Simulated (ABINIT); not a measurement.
HgSe:

```
CELL_PARAMETERS angstrom
0.00000 3.03900 3.03900
3.03900 0.00000 3.03900
3.03900 3.03900 0.00000
ATOMIC_POSITIONS crystal
Hg 0.00000 0.00000 0.00000
Se 0.75000 0.75000 0.75000
```

```yaml
Program: ABINIT 10.8.3 (patched build)
Task: relaxation of cell and atoms
Functional: PBEsol
Potentials_or_basis: PseudoDojo NC SR PBEsol v0.4.1 standard
Cutoff: 1170 eV
k_mesh: 6 × 6 × 6
Occupations: fermi-dirac, width 0.05 eV
Spin: no spin polarisation
```

At the start: pressure 1.5 GPa; volume 28.07 Å³/atom.

Problem. Where does the relaxation end?

Solution. Over 4 steps the energy falls by 3.4 meV/atom and the volume is 28.83 Å³/atom (+2.7 %); space group F-43m (No. 216, to 0.05 Å).

The path:
| step | energy change (eV) | largest force (eV/Å) | pressure (GPa) | volume (Å³) |
| --- | --- | --- | --- | --- |
| 1 | 0.0000 | 0.0000 | 1.48 | 56.13 |
| 2 | -0.0021 | 0.0000 | 1.22 | 56.39 |
| 3 | -0.0068 | 0.0000 | 0.05 | 57.60 |
| 4 | -0.0068 | 0.0000 | 0.00 | 57.65 |

Final structure:
```
CELL_PARAMETERS angstrom
0.00000 3.06620 3.06620
3.06620 0.00000 3.06620
3.06620 3.06620 0.00000
ATOMIC_POSITIONS crystal
Hg 0.00000 0.00000 0.00000
Se 0.75000 0.75000 0.75000
```
